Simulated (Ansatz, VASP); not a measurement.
One calculation of Ge, two programs

Contents of INCAR:

```
SYSTEM = Ge
PREC = Accurate ; ENCUT = 520
EDIFF = 1E-6 ; ISMEAR = -1
SIGMA = 0.08 ; LREAL = .False.
LASPH = .True. ; NELM = 100
ALGO = Normal ; ISIF = 2
LWAVE = .False. ; LCHARG = .True.
GGA = PE ; LELF = .True.
LVHAR = .True. ; NBANDS = 13
```

File KPOINTS:

```
Automatic mesh
0
Gamma
  16 16 16
  0 0 0
```

The input POSCAR:

```
Ge
1.0
   -1.2961341061      1.2961341061      1.2961341061
    1.2961341061     -1.2961341061      1.2961341061
    1.2961341061      1.2961341061     -1.2961341061
Ge
1
Direct
    0.0000000000      0.0000000000      0.0000000000
```

Input for Ansatz:

```yaml
crystal:
  lattice:
    - [-1.2961341061, 1.2961341061, 1.2961341061]
    - [1.2961341061, -1.2961341061, 1.2961341061]
    - [1.2961341061, 1.2961341061, -1.2961341061]
  atoms:
    - { symbol: Ge, position: [0.0, 0.0, 0.0] }
kpoints:
  mp_grid: { grid: [16, 16, 16] }
  band_path:
    path:
      - [0.0, 0.0, 0.0]
      - [0.5, -0.5, 0.5]
      - [0.0, 0.0, 0.5]
      - [0.0, 0.0, 0.0]
      - [0.25, 0.25, 0.25]
      - [0.5, -0.5, 0.5]
      - [0.25, 0.25, 0.25]
      - [0.0, 0.0, 0.5]
    npoints: 8
scf:
  occupations: { method: fermi_dirac, width: 0.08 }
hamiltonian:
  xc: pbe
  pseudopotentials: { kind: paw }
output:
  forces: true
  stress: true
  eigenvalues: true
  populations: true
  dos: { projected: true, de: 0.2, e_range: [-14, 8] }
  write_density: true
  write_potential: true
  elf: true
  volumetric_format: npy
```

Change from the starting cell: volume scaled by 0.45, PAW files.

Alike in both runs: task single point; functional PBE; k mesh 16 × 16 × 16; occupations fermi-dirac, width 0.08 eV; no spin polarisation.

```csv
,VASP,Ansatz
version,VASP 6.6.1,Ansatz 0.2.0
potentials or method,"VASP PAW PBE potentials, release 64 (Ge_d)","PAW with Ansatz's default frozen-core files, scalar-relativistic"
plane-wave cutoff (eV),520,420
valence electrons in the cell,14,14
```

Ansatz gave:

- pressure (GPa): 311.8

Q: Estimate VASP's values.

A: Pressure (GPa): 312.8.

Caveats: the cell as given lies far from equilibrium; so large a pressure means that the cell lies far from this level's equilibrium, or that cutoff or potentials fall short (VASP).
